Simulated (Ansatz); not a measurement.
**Structures of CO2: which is lowest?**

Plane-wave DFT in Ansatz with scalar-relativistic PAW potentials, cutoff 420 eV, Γ-centred meshes chosen by cell and gap, Gaussian smearing with energies taken to zero width. Every cell was relaxed (cell and atoms) in a run of its own, within the symmetry of its start. Functional: LDA.

Relaxed structures (starts from databases or built by putting these elements on another compound's sites):
A. P4_32_12, 12 atoms in the computed cell, a = 3.978 Å, c = 5.509 Å; sites (symmetry × multiplicity) C ..2 × 4, O 1 × 8; start: built
B. Ima2, 12 atoms in the computed cell, a = 8.527 Å, b = 6.304 Å, c = 3.986 Å; sites (symmetry × multiplicity) C 1 × 8, O ..2 × 4 + 1 × 8 + m.. × 4; start: built
C. I-42d, 6 atoms in the computed cell, a = 3.869 Å, c = 5.894 Å; sites (symmetry × multiplicity) C -4.. × 4, O .2. × 8; start: database
D. Imma, 12 atoms in the computed cell, a = 4.374 Å, b = 7.934 Å, c = 7.458 Å; sites (symmetry × multiplicity) C m.. × 8, O .2. × 8 + 2/m.. × 4 + mm2 × 4; start: built

Problem. Rank them by energy. Could pressure change the order?

Solution.
| structure | group | E − E(lowest) (meV/atom) | V (Å³/atom) | gap on mesh (eV) |
| --- | --- | --- | --- | --- |
| C | I-42d | 0.0 | 7.35 | 7.60 |
| A | P4_32_12 | 69 | 7.26 | 6.56 |
| B | Ima2 | 82 | 8.93 | 7.01 |
| D | Imma | 406 | 10.79 | 4.32 |

C is lowest, 69 meV/atom under A. The two lowest differ in volume by under 3 %, too little for a first-order estimate of what pressure does to that pair (other pairs aren't weighed here); with rigid cells even 3 % in favour of the higher one would need about 50 GPa. Other structures may lie lower than all of these, and vibrations aren't counted.